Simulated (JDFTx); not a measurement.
RbBr under changes of volume

One of the cells (40.248 Å³/atom); the others are scaled copies at fixed shape and fractional positions:

```
CELL_PARAMETERS angstrom
0.00000 3.42700 3.42700
3.42700 0.00000 3.42700
3.42700 3.42700 0.00000
ATOMIC_POSITIONS crystal
Rb 0.00000 0.00000 0.00000
Br 0.50000 0.50000 0.50000
```

| Item | Value |
| --- | --- |
| Program | JDFTx 1.7.0 (patched build) |
| Functional | LDA |
| Potentials or basis | PseudoDojo-SR-LDA-0.4.1-standard with smoothed tails |
| Cutoff | 599 eV |
| Density cutoff | 4789 eV |
| k mesh | 7 × 7 × 7 |
| Occupations | fermi-dirac, width 0.05 eV |
| Spin | no spin polarisation |

```csv
volume (Å³/atom),energy over the lowest point (meV/atom),pressure (GPa),gap on the mesh (eV)
37.833,0.00,-0.4,4.10
38.638,2.67,-0.7,4.05
39.443,?,?,?
40.248,12.46,-1.3,3.95
41.053,19.22,-1.5,3.90
41.858,26.98,-1.7,3.86
42.663,35.65,-1.8,3.82
```

Q: What does the run at 39.443 Å³/atom give?

A: Energy over the lowest point 6.89 meV/atom; pressure -1.0 GPa; gap on the mesh 4.00 eV.

Worked out: A Birch-Murnaghan fit of order 3 (a polynomial in V^(-2/3)) to the other rows has its minimum at 37.06 Å³/atom, just outside them, with B0 = V·E''(V) = 18.5 GPa and B' = 5.2. It gives 6.89 meV/atom at 39.443 Å³/atom, against the run's 6.89, and -dE/dV = -1.0 GPa, against -1.0. A straight line through the other rows of the gap, of slope -2.36 eV per unit of ln V (its deformation potential), gives 4.00 eV, against the run's 4.00.

Energies are extrapolated to zero smearing.

Caveats: an odd mesh through Γ misses points on the zone boundary, where band edges often lie (some runs).

Spin-orbit coupling on Br, Rb is left out.
